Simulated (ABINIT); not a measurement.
# TaS2 (P-3m1) in ABINIT: notebook

The runs below take TaS2 through single point, with PBEsol.

All numbers are computed with ABINIT 10.8.3 (patched build); they aren't measurements. Logs are shortened: lines on timing, memory, paths and dates and some standing lists are left out, and cuts for length are marked. The log counts tension as positive stress, the text compression.

## (1) Starting point

Symmetry: P-3m1, No. 164, trigonal system. The conventional cell has a = 3.350 Å, b = 3.350 Å, c = 5.860 Å, α = 90.00°, β = 90.00°, γ = 120.00°. Ta (site symmetry -3m) is surrounded by 6 S at 2.43 Å. Around S (site symmetry 3m) lie 3 Ta at 2.43 Å.

## (2) Single point, PBEsol

run.abi reads:

```
pp_dirpath "./"
pseudos "Ta.GGA_PBE-JTH.xml, S.GGA_PBE-JTH.xml"

acell 6.3305825175 6.3305825175 11.0737950903
rprim
     1.0000000000     0.0000000000     0.0000000000
    -0.5000000000     0.8660254038     0.0000000000
     0.0000000000     0.0000000000     1.0000000000
ntypat 2
znucl 73 16
natom 3
typat 1 2 2
xred
     0.0000000000     0.0000000000     0.0000000000
     0.6666666667     0.3333333333     0.7500000000
     0.3333333333     0.6666666667     0.2500000000

ecut 20.0
pawecutdg 40.0

kptopt 1
ngkpt 7 7 4
nshiftk 1
shiftk 0.0 0.0 0.0

ixc -116133

nband 17
occopt 3
tsmear 0.05 eV

nstep 100
tolvrs 1.0e-9

iomode 3
prtwf 0
prteig 0
prtebands 0
enunit 1
prtden 1
prtvha 1
prtvclmb 1
prtpot 1
```

Potentials or basis: JTH PAW PBE v2.0.

Started as:

```sh
$ abinit run.abi > log 2>&1
```

run.abo:

```text
.Version 10.8.3 of ABINIT
 Symmetries : space group P-3 m 1 (#164); Bravais hP (primitive hexag.)
================================================================================
 Values of the parameters that define the memory need of the present run
     intxc =       0    ionmov =       0      iscf =      17    lmnmax =      18
     lnmax =       6     mgfft =      48  mpssoang =       3    mqgrid =    3153
     natom =       3  nloc_mem =       2    nspden =       1   nspinor =       1
    nsppol =       1      nsym =      12    n1xccc =       1    ntypat =       2
    occopt =       3   xclevel =       2
       mpw =        1657          nfft =       34992          nkpt =          28
 PAW method is used; the additional fine FFT grid is defined by:
   mgfftf=        64    nfftf =    102400
================================================================================
================================================================================

--------------------------------------------------------------------------------
------------- Echo of variables that govern the present computation ------------
--------------------------------------------------------------------------------
 -outvars: echo values of preprocessed input variables --------
            acell      6.3305825175E+00  6.3305825175E+00  1.1073795090E+01 Bohr
              amu      1.80947900E+02  3.20660000E+01
             ecut      2.00000000E+01 Hartree
           enunit           1
              ixc     -116133
         kptrlatt        7    0    0      0    7    0      0    0    4
          kptrlen      4.42951804E+01
            natom           3
            nband          17
            ngfft          27      27      48
          ngfftdg          40      40      64
             nkpt          28
            nstep         100
             nsym          12
           ntypat           2
           occopt           3
        pawecutdg      4.00000000E+01 Hartree
         pawxcdev           0
        prtebands           0
           prteig           0
           prtpot           1
         prtvclmb           1
           prtvha           1
            prtwf           0
            rprim      1.0000000000E+00  0.0000000000E+00  0.0000000000E+00
                      -5.0000000000E-01  8.6602540380E-01  0.0000000000E+00
                       0.0000000000E+00  0.0000000000E+00  1.0000000000E+00
          spgroup         164
           tolvrs      1.00000000E-09
           tsmear      1.83746611E-03 Hartree
            typat      1  2  2
           useylm           1
           xangst      0.0000000000E+00  0.0000000000E+00  0.0000000000E+00
                       1.6749999989E+00  9.6706170025E-01  4.3949999970E+00
                      -6.1987452166E-17  1.9341234005E+00  1.4649999990E+00
            xcart      0.0000000000E+00  0.0000000000E+00  0.0000000000E+00
                       3.1652912588E+00  1.8274817603E+00  8.3053463177E+00
                      -1.1713930784E-16  3.6549635207E+00  2.7684487726E+00
[... 142 lines left out ...]
    2      1.67499999886463     0.96706170025449     4.39499999701560
    3     -0.00000000000000     1.93412340050899     1.46499999900520

 cartesian forces (hartree/bohr) at end:
    1      0.00000000000000     0.00000000000000    -0.00000000000000
    2     -0.00000000000000    -0.00000000000000    -0.01910942549493
    3     -0.00000000000000    -0.00000000000000     0.01910942549493
 frms,max,avg= 9.0082696E-03 1.9109425E-02   0.000E+00  0.000E+00  0.000E+00 h/b

 cartesian forces (eV/Angstrom) at end:
    1      0.00000000000000     0.00000000000000    -0.00000000000000
    2     -0.00000000000000    -0.00000000000000    -0.98264616790039
    3     -0.00000000000000    -0.00000000000000     0.98264616790039
 frms,max,avg= 4.6322385E-01 9.8264617E-01   0.000E+00  0.000E+00  0.000E+00 e/A
 length scales=  6.330582517500  6.330582517500 11.073795090300 bohr
              =  3.349999997729  3.349999997729  5.859999996021 angstroms
 Fermi (or HOMO) energy (eV) =   4.66635   Average Vxc (eV)= -10.83376
 Eigenvalues (   eV  ) for nkpt=  28  k points:
 kpt#   1, nband= 17, wtk=  0.00510, kpt=  0.0000  0.0000  0.0000 (reduced coord)
 -64.07274  -30.54314  -30.51323  -30.51323  -10.49150   -8.38824   -2.36032    0.40773
   0.40773    3.34593    3.90141    3.90141    4.67021    4.67021    4.90020    8.74518
   8.74524
 prteigrs : prtvol=0 or 1, do not print more k-points.

--- !EnergyTerms
iteration_state     : {dtset: 1, }
comment             : Components of total free energy in Hartree
kinetic             :  1.49622488755143E+01
hartree             :  2.06665995312772E+01
xc                  : -1.54681491832507E+01
Ewald energy        : -5.53521930960560E+01
psp_core            :  5.42351860136016E+00
local_psp           : -3.78365270414472E+01
PAW spherical_terms : -1.21500265729926E+01
internal            : -7.97545288855948E+01
'-kT*entropy'       : -8.11243322280911E-04
total_energy        : -7.97553401289171E+01
total_energy_eV     : -2.17025336542755E+03
...

--- !EnergyTermsDC
iteration_state     : {dtset: 1, }
comment             : '"Double-counting" decomposition of free energy'
band_energy         : -1.23579128906716E+01
Ewald energy        : -5.53521930960560E+01
psp_core            :  5.42351860136016E+00
xc_dc               : -2.44636761576110E+01
PAW spherical_terms :  6.99573969858515E+00
internal            : -7.97545238443932E+01
'-kT*entropy'       : -8.11243322280911E-04
total_energy_dc     : -7.97553350877154E+01
total_energy_dc_eV  : -2.17025322824947E+03
...

--- !EnergyTermsWithPAWCore
iteration_state     : {dtset: 1, }
comment             : 'Components of total free energy, including PAW core contributions'
Total energy        : -1.63975825140045E+04
Total energy DC     : -1.63975825089633E+04
Total energy (eV)   : -4.46200951288920E+05
Total energy DC (eV): -4.46200951151742E+05
...

 Cartesian components of stress tensor (hartree/bohr^3)
  sigma(1 1)= -9.77159534E-05  sigma(3 2)=  0.00000000E+00
  sigma(2 2)= -9.77159539E-05  sigma(3 1)=  0.00000000E+00
  sigma(3 3)= -2.52827342E-04  sigma(2 1)=  0.00000000E+00

-Cartesian components of stress tensor (GPa)         [Pressure=  4.3961E+00 GPa]
- sigma(1 1)= -2.87490260E+00  sigma(3 2)=  0.00000000E+00
- sigma(2 2)= -2.87490262E+00  sigma(3 1)=  0.00000000E+00
- sigma(3 3)= -7.43843720E+00  sigma(2 1)=  0.00000000E+00

== END DATASET(S) ==============================================================
================================================================================

 -outvars: echo values of variables after computation  --------
            acell      6.3305825175E+00  6.3305825175E+00  1.1073795090E+01 Bohr
           etotal     -7.9755335088E+01
            fcart      2.2684760026E-28  2.6194104615E-28 -1.1564823173E-18
                      -1.1342380013E-28 -1.3097052307E-28 -1.9109425495E-02
                      -1.1342380013E-28 -1.3097052307E-28  1.9109425495E-02
            rprim      1.0000000000E+00  0.0000000000E+00  0.0000000000E+00
                      -5.0000000000E-01  8.6602540380E-01  0.0000000000E+00
                       0.0000000000E+00  0.0000000000E+00  1.0000000000E+00
           strten     -9.7715953366E-05 -9.7715953870E-05 -2.5282734169E-04
                       0.0000000000E+00  0.0000000000E+00  0.0000000000E+00
           xangst      0.0000000000E+00  0.0000000000E+00  0.0000000000E+00
                       1.6749999989E+00  9.6706170025E-01  4.3949999970E+00
                      -6.1987452166E-17  1.9341234005E+00  1.4649999990E+00
             xred      0.0000000000E+00  0.0000000000E+00  0.0000000000E+00
                       6.6666666667E-01  3.3333333333E-01  7.5000000000E-01
                       3.3333333333E-01  6.6666666667E-01  2.5000000000E-01
 Calculation completed.
```

Run time: 36 s. Hardware: 1 thread of Arm Neoverse V2, shared host; peak memory 0.14 GiB.

Results:

- Free energy: -2170.2532 eV
- Pressure: 4.4 GPa
- Largest force: 0.983 eV/Å
- Band gap on the k mesh: none (metal or under the smearing width)
- Valence electrons inside the program's atomic spheres: Ta 10.65; S 3.62

Forces on the atoms (eV/Å):
```
Ta   0.000  0.000  0.000
S    0.000  0.000 -0.983
S    0.000  0.000  0.983
```

Stress tensor (GPa, compression positive):
```
2.87 0.00 0.00
0.00 2.87 0.00
0.00 0.00 7.44
```

Levels at points of the mesh, in eV from the Fermi level:
```csv
k point,band 11,band 12,band 13,band 14,band 15,band 16
"(0.00, 0.00, 0.00)",-0.76,-0.76,0.00,0.00,0.23,4.08
"(0.00, 0.00, 0.50)",-0.91,-0.91,-0.03,-0.03,1.22,4.51
```

Caveat: the PAW data sets were made with another functional, which shifts forces and pressure a little; this functional lacks dispersion, which binds the layers, so the pressure and a relaxed spacing across them are unreliable. Spin-orbit coupling is left out, which matters for the levels of Ta.

## (3) Single point, PBEsol

run.abi reads:

```
pp_dirpath "./"
pseudos "Ta.GGA_PBE-JTH.xml, S.GGA_PBE-JTH.xml"

acell 3*1.0
rprim
     6.3305825175     0.0000000000     0.0000000000
    -3.1652912587     5.4824452809     0.0000000000
     0.0000000000     0.0000000000    11.0737950903
ntypat 2
znucl 73 16
natom 3
typat 1 2 2
xcart
     0.0000000000     0.0000000000     0.0000000000
     3.1652912591     1.8274817601     8.3053463177
    -0.0000000003     3.6549635208     2.7684487726

ecut 20.0
pawecutdg 40.0

kptopt 1
ngkpt 4 4 2
nshiftk 1
shiftk 0.0 0.0 0.0

ixc -116133

nband 17
occopt 3
tsmear 0.05 eV

nstep 100
tolvrs 1.0e-9

iomode 3
prtwf 0
prtden 0
prteig 0
prtebands 0
enunit 1
```

Potentials or basis: JTH PAW PBE v2.0.

Started as:

```sh
$ abinit run.abi > log 2>&1
```

Wall time 19 s (1 thread of Arm Neoverse V2, shared host); peak memory 0.11 GiB.

The run converged. Its results:

```yaml
Free_energy: -2170.2917 eV
Pressure: 5.1 GPa
Largest_force: 0.971 eV/Å
Band_gap_on_the_k_mesh: none (metal or under the smearing width)
Valence_electrons_inside_the_program's_atomic_spheres: Ta 10.64; S 3.62
```

Forces in eV/Å, atoms in the order of the input:
```
Ta   0.000  0.000  0.000
S    0.000  0.000 -0.971
S    0.000  0.000  0.971
```

Stress tensor (GPa, compression positive):
```
3.41 0.00 0.00
0.00 3.41 0.00
0.00 0.00 8.35
```

Levels at points of the mesh, in eV from the Fermi level:
```tsv
k point	band 9	band 10	band 11	band 12	band 13	band 14	band 15	band 16
(0.00, 0.00, 0.00)	-3.87	-0.90	-0.33	-0.33	0.36	0.36	0.61	4.48
(0.50, 0.00, 0.00)	-4.12	-3.69	-3.06	-1.83	-0.44	2.77	3.32	4.82
(0.00, 0.00, 0.50)	-3.84	-3.18	-0.47	-0.47	0.33	0.33	1.60	4.91
(0.50, 0.00, 0.50)	-3.99	-3.82	-1.81	-1.54	-0.91	2.76	3.31	4.72
```

Caveat: the k mesh is coarse (spacing up to 0.54 Å⁻¹), so the values aren't converged; the PAW data sets were made with another functional, which shifts forces and pressure a little; this functional lacks dispersion, which binds the layers, so the pressure and a relaxed spacing across them are unreliable. The run has no spin-orbit coupling, so splittings on Ta are missing.
